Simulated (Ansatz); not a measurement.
Al: single point with PBE

Crystal: Al.

```
CELL_PARAMETERS angstrom
2.81246 0.00000 0.00000
-1.40623 2.43566 0.00000
0.00000 0.00000 4.86685
ATOMIC_POSITIONS crystal
Al 0.31442 0.64697 0.24540
Al 0.66979 0.33912 0.75318
```

This isn't the form of Al at room conditions, which is fcc.

The cell isn't the ideal one: atoms moved at random, drawn with an rms of 0.05 Å.

* Program: Ansatz 0.2.0
* Task: single point
* Functional: PBE
* Potentials or basis: all-electron LAPW, scalar-relativistic
* Cutoff: 138 eV (chosen from the basis error)
* Basis error allowed: 0.001 eV/atom
* k mesh: 11 × 11 × 6
* Occupations: fermi-dirac, width 0.05 eV
* Spin: no spin polarisation

```
Pressure               : 0.3 GPa
Largest force          : 0.136 eV/Å
Band gap on the k mesh : none (metal or under the smearing width)
```

Forces on the atoms (eV/Å):
```
Al   0.024  0.046  0.126
Al  -0.024 -0.046 -0.126
```

Stress tensor (GPa, compression positive):
```
 1.81  0.02  0.03
 0.02  1.72  0.06
 0.03  0.06 -2.77
```

Levels at points of the mesh, in eV from the Fermi level:
```tsv
k point	band 9	band 10	band 11	band 12	band 13	band 14
(0.00, 0.00, 0.00)	-11.08	-5.08	-4.84	11.08	11.41	11.49
(0.00, 0.00, -0.50)	-9.62	-9.43	2.32	2.43	12.39	12.40
```

It took 9.9 s on 1 thread of AMD EPYC 9R45 96-Core Processor (Zen 5), on a shared host, peak memory 0.44 GiB.
